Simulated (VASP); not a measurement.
# W (Im-3m) in VASP: further runs

The runs below take W through single point, with PBE.

Everything below comes from runs of VASP 6.6.1. Logs are shortened: lines on timing, memory, paths and dates and some standing lists are left out, and cuts for length are marked.

## 1. The undisturbed crystal

The structure is cubic, space group Im-3m (No. 229). The conventional cell has a = 3.165 Å, b = 3.165 Å, c = 3.165 Å, α = 90.00°, β = 90.00°, γ = 90.00°. W (site symmetry m-3m) has 8 W at 2.74 Å as nearest neighbours.

## 2. Single point, PBE (a relaxed cell with its volume scaled by 0.97)

INCAR

```
SYSTEM = W
PREC = Accurate
ENCUT = 520
EDIFF = 1E-7
ISMEAR = 0
SIGMA = 0.1
LREAL = .False.
LASPH = .True.
NELM = 80
ALGO = Normal
ISIF = 2
LWAVE = .False.
LCHARG = .False.
GGA = PE
```

KPOINTS

```
Automatic mesh
0
Gamma
  6 6 6
  0 0 0
```

POSCAR

```
W                                       
1.0
   -1.5734669494      1.5734669494      1.5734669494
    1.5734669494     -1.5734669494      1.5734669494
    1.5734669494      1.5734669494     -1.5734669494
  W             
     1
Direct
     0.0000000000000000    0.0000000000000000    0.0000000000000000
```

Potentials or basis: VASP PAW PBE potentials, release 64 (W_sv).

On the command line:

```bash
$ cat potpaw_PBE.64/W_sv/POTCAR > POTCAR
$ mpirun -np 1 vasp_std > vasp.out
```

OUTCAR:

```text
SYSTEM = W
   PREC = Accurate
   ENCUT = 520
   EDIFF = 1E-7
   ISMEAR = 0
   LREAL = .False.
   LASPH = .True.
   NELM = 80
   ISIF = 2
   GGA = PE

 ion  position               nearest neighbor table
   1  0.000  0.000  0.000-

  LATTYP: Found a body centered cubic cell.
 ALAT       =     3.1469338988

  Lattice vectors:

 A1 = (  -1.5734669494,   1.5734669494,   1.5734669494)
 A2 = (   1.5734669494,  -1.5734669494,   1.5734669494)
 A3 = (   1.5734669494,   1.5734669494,  -1.5734669494)

Analysis of symmetry for initial positions (statically):
=====================================================================
 Subroutine PRICEL returns:
 Original cell was already a primitive cell.

 Routine SETGRP: Setting up the symmetry group for a
 body centered cubic supercell.

 Subroutine GETGRP returns: Found 48 space group operations
 (whereof 48 operations were pure point group operations)
 out of a pool of 48 trial point group operations.

The static configuration has the point symmetry O_h .

Analysis of symmetry for dynamics (positions and initial velocities):
=====================================================================
 Subroutine PRICEL returns:
 Original cell was already a primitive cell.

 Routine SETGRP: Setting up the symmetry group for a
 body centered cubic supercell.

 Subroutine GETGRP returns: Found 48 space group operations
 (whereof 48 operations were pure point group operations)
 out of a pool of 48 trial point group operations.

The dynamic configuration has the point symmetry O_h .

 Subroutine INISYM returns: Found 48 space group operations
 (whereof 48 operations are pure point group operations),
 and found     1 'primitive' translations

----------------------------------------------------------------------------------------

                                     Primitive cell

  volume of cell :      15.5823

  direct lattice vectors                    reciprocal lattice vectors
    -1.573466949  1.573466949  1.573466949     0.000000000  0.317769623  0.317769623
     1.573466949 -1.573466949  1.573466949     0.317769623  0.000000000  0.317769623
     1.573466949  1.573466949 -1.573466949     0.317769623  0.317769623  0.000000000

  length of vectors
     2.725324700  2.725324700  2.725324700     0.449394111  0.449394111  0.449394111

  position of ions in fractional coordinates (direct lattice)
     0.000000000  0.000000000  0.000000000

[... 72 lines left out ...]
   ISIF   =      2    stress and relaxation
   ISYM   =      2    0-nonsym 1-usesym 2-fastsym
   POTIM  = 0.5000    time-step for ionic-motion
   TEBEG  =    0.0;   TEEND  =   0.0 temperature during run
   PSTRESS=    0.0 pullay stress
   NELECT =      14.0000    total number of electrons
   NUPDOWN=      -1.0000    fix difference up-down
   EMIN   =  10.00;   EMAX   =-10.00  energy-range for DOS
   EFERMI =   0.00;   METHOD = LEGACY
   ISMEAR =     0;   SIGMA  =   0.10  broadening in eV -4-tet -1-fermi 0-gaus
   EFERMI_NEDOS =   21; number of points for ismear=-14 and -15
   IALGO  =     38    algorithm
   IMIX   =      4    mixing-type and parameters
     AMIX     =   0.40;   BMIX     =  1.00
     AMIX_MAG =   1.60;   BMIX_MAG =  1.00
  volume/ion in A,a.u.               =      15.58       105.15
  Fermi-wavevector in a.u.,A,eV,Ry     =   1.579695  2.985191 33.952468  2.495436
  Thomas-Fermi vector in A             =   2.680035
   LORBIT       =      0    0 simple, 1 ext, 2 COOP (PROOUT), +10 PAW based schemes
   GGA     = PE    functional components
   LHFCALC =     F    Hartree Fock is set to
   AEXX    =    0.0000 exact exchange contribution
   IVDW    =     0    specifies the selected vdW correction
   LEPSILON=     F    determine dielectric tensor
   LRPA    =     F    only Hartree local field effects (RPA)
 non-spin polarized calculation
 Gauss-broadening in eV      SIGMA  =   0.10
  energy-cutoff  :      520.00
  volume of cell :       15.58
 maximum number of plane-waves:       430
   NGX = 11   NGY = 11   NGZ = 11

 number of electron      14.0000005 magnetization

 Free energy of the ion-electron system (eV)
  ---------------------------------------------------
  ext. energy  EPLUGINS =         0.00000000
  ---------------------------------------------------
  free energy    TOTEN  =       -12.98561255 eV

  energy without entropy =      -12.98454173  energy(sigma->0) =      -12.98507714

 E-fermi :  11.8965     XC(G=0): -13.7307

 val. band max:       11.7603955037   @ k =   0.1667   0.0000   0.0000
 cond. band min:      12.0404399062   @ k =   0.5000   0.5000   0.1667
 fundamental gap:      0.2800444026
 Fermi energy:        11.8964831985

 k-point     1 :       0.0000    0.0000    0.0000
  band No.  band energies     occupation
      1     -62.4176      2.00000
      2     -25.9578      2.00000
      3     -25.9578      2.00000
      4     -25.9578      2.00000
      5       1.9592      2.00000
      6      10.4583      2.00000
      7      10.4583      2.00000
      8      10.4583      2.00000
      9      14.0159      0.00000
     10      14.0159      0.00000
     11      26.2453      0.00000
[... 197 lines left out ...]
 k-point    16 :       0.5000    0.5000    0.5000
  band No.  band energies     occupation
      1     -62.1648      2.00000
      2     -26.9115      2.00000
      3     -26.9115      2.00000
      4     -26.9115      2.00000
      5       5.7248      2.00000
      6       5.7248      2.00000
      7      17.0182      0.00000
      8      17.0182      0.00000
      9      17.0182      0.00000
     10      20.0842      0.00000
     11      20.0842      0.00000

------------------------ aborting loop because EDIFF is reached ----------------------------------------

  FORCE on cell =-STRESS in cart. coord.  units (eV):
  Direction    XX          YY          ZZ          XY          YZ          ZX
  --------------------------------------------------------------------------------------
  -------------------------------------------------------------------------------------
  Total        0.9744132      0.9744132      0.9744132     -0.0000000     -0.0000000      0.0000000
  in kB      100.1891928    100.1891928    100.1891928     -0.0000000     -0.0000000      0.0000000
  external PRESSURE =     100.1891928 kB  Pullay stress =       0.0000000 kB

 VOLUME and BASIS-vectors are now :
 -----------------------------------------------------------------------------
  energy-cutoff  :      520.00
  volume of cell :       15.58
      direct lattice vectors                 reciprocal lattice vectors
    -1.573466949  1.573466949  1.573466949     0.000000000  0.317769623  0.317769623
     1.573466949 -1.573466949  1.573466949     0.317769623  0.000000000  0.317769623
     1.573466949  1.573466949 -1.573466949     0.317769623  0.317769623  0.000000000

 POSITION                                       TOTAL-FORCE (eV/Angst)
 -----------------------------------------------------------------------------------
      0.00000      0.00000      0.00000        -0.000000     -0.000000     -0.000000
 -----------------------------------------------------------------------------------
    total drift:                                0.000000     -0.000000      0.000000

  FREE ENERGIE OF THE ION-ELECTRON SYSTEM (eV)
  ---------------------------------------------------
  free  energy   TOTEN  =       -12.9856125518 eV

  energy  without entropy=      -12.9845417284  energy(sigma->0) =      -12.98507714
```

stdout:

```text
POSCAR found type information on POSCAR W
 POSCAR found :  1 types and       1 ions
 scaLAPACK will be used
 LDA part: xc-table for (Slater+PW92), standard interpolation
 POSCAR, INCAR and KPOINTS ok, starting setup
 FFT: planning ... GRIDC
 FFT: planning ... GRID_SOFT
 FFT: planning ... GRID
 WAVECAR not read
 entering main loop
```

It used 2.7 s of CPU time on 1 thread of Intel(R) Xeon(R) Platinum 8559C (Emerald Rapids) (shared host), which was overloaded at the time.

What came out:

- Free energy: -12.9856 eV
- Pressure: 10.0 GPa
- Band gap on the k mesh: none (metal or under the smearing width)

Caveat: the k mesh is coarse (spacing up to 0.47 Å⁻¹), so the values aren't converged. Spin-orbit coupling is left out, which matters for the levels of W.

## 3. Single point, PBE (a relaxed cell with its volume scaled by 1.03)

INCAR is that of step 2.

KPOINTS is that of step 2.

POSCAR

```
W                                       
1.0
   -1.6052627270      1.6052627270      1.6052627270
    1.6052627270     -1.6052627270      1.6052627270
    1.6052627270      1.6052627270     -1.6052627270
  W             
     1
Direct
     0.0000000000000000    0.0000000000000000    0.0000000000000000
```

Potentials or basis: VASP PAW PBE potentials, release 64 (W_sv).

On the command line:

```bash
$ cat potpaw_PBE.64/W_sv/POTCAR > POTCAR
$ mpirun -np 1 vasp_std > vasp.out
```

It used 3.5 s of CPU time on 1 thread of Intel(R) Xeon(R) Platinum 8559C (Emerald Rapids), with other jobs on the host, which was overloaded at the time.

It converged, with:

```
Free energy            : -12.9877 eV
Pressure               : -8.5 GPa
Band gap on the k mesh : none (metal or under the smearing width)
```

Levels at points of the mesh, in eV from the Fermi level:
```
           k point  band 5  band 6  band 7  band 8  band 9  band 10
(0.00, 0.00, 0.00)   -9.60   -1.34   -1.34   -1.34    1.98     1.98
(0.50, 0.00, 0.00)   -6.20   -3.55    0.34    1.85    2.78     5.61
(0.50, 0.50, 0.50)   -5.69   -5.69    4.70    4.70    4.70     7.71
```

Caveat: the k mesh is coarse (spacing up to 0.46 Å⁻¹), so the values aren't converged. Spin-orbit coupling is left out, which matters for the levels of W.
